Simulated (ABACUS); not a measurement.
Crystal: SnO2 (Cassiterite).

```
Sn O
1.0
     4.73800    0.00000    0.00000
     0.00000    4.73800    0.00000
     0.00000    0.00000    3.18650
Sn O
2 4
Direct
  0.50000 0.50000 0.50000
  0.00000 0.00000 0.00000
  0.80710 0.19290 0.50000
  0.69290 0.69290 0.00000
  0.19290 0.80710 0.50000
  0.30710 0.30710 0.00000
```

Base run:

- Program: ABACUS 3.10.1
- Functional: PBE
- Dispersion: D3(BJ)
- Potentials or basis: PseudoDojo NC SR 0.4.1 PBE standard
- Cutoff: 1361 eV
- Density cutoff: 5442 eV
- Basis: DZP LCAO (the cutoffs set its grid)
- k mesh: 6 × 6 × 8
- Occupations: fermi-dirac, width 0.05 eV
- Spin: no spin polarisation

Its results: band gap on the k mesh 1.12 eV, direct; pressure 14.1 GPa; largest force 0.266 eV/Å.

Task: After a change of settings the same cell gave: band gap on the k mesh 1.12 eV, direct; pressure 17.2 GPa; largest force 0.261 eV/Å. Which change was it?
A. dispersion from D3(BJ) to D3(BJ)+ABC
B. dispersion from D3(BJ) to D2
C. dispersion from D3(BJ) to none
D. dispersion from D3(BJ) to D3

Result: C.

Dispersion adds attraction, which lowers the pressure at fixed volume and, as a term added to the energy, leaves the levels alone.

Caveats: the atomic orbitals were generated for these runs and aren't a published set; spin-orbit coupling is left out, which moves the levels of the heavy elements; the basis of atomic orbitals isn't converged, which shifts pressures, moduli and gaps.

Not every run made on this cell is shown here.
